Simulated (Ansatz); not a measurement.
Runs of Ansatz 0.2.0 on BaH2. Symmetry: P6_3/mmc, No. 194, hexagonal system. Conventional cell: a = 4.462 Å, b = 4.462 Å, c = 6.055 Å, α = 90.00°, β = 90.00°, γ = 120.00°. Ba (site symmetry -6m2) has 3 H at 2.58 Å as nearest neighbours. H (site symmetry -3m) is surrounded by 6 Ba at 2.99 Å and 8 H at 2.99 to 3.03 Å. H (site symmetry -6m2) is surrounded by 3 Ba at 2.58 Å. The cell comes from a database or a generator and needn't be the stable form of this composition.

```csv
cell,target pressure (GPa),gap on the mesh (eV),pressure (GPa)
relaxed to 20 GPa,20,1.50,20.0
relaxed to 2 GPa,2,2.04,2.0
relaxed to 10 GPa,10,1.94,10.0
relaxed to 5 GPa,5,(a),5.0
relaxed to 30 GPa,30,(b),30.0
```

Alike in all rows: task relaxation of cell and atoms; level PBEsol; potentials or basis Ansatz PAW; no spin polarisation; k mesh 7 × 7 × 5; cutoff (eV) 420; smearing fermi-dirac 0.05 eV.

**Question.** Fill in the values left out.

**Answer.** (a) 2.00; (b) 1.14.

Caveats: odd divisions of the mesh miss points on the zone boundary, where band edges often lie, so the gap on the mesh can be too wide; the plane-wave basis is chosen anew once the cell has moved, so the energies of steps on either side of that aren't comparable; spin-orbit coupling is left out, which moves the levels of the heavy elements; the PAW data sets come from PBE, with cores solved anew for the run's functional, which leaves a small shift of forces and pressure.

A k mesh can miss the band edges, and the runs leave out spin-orbit coupling on Ba.
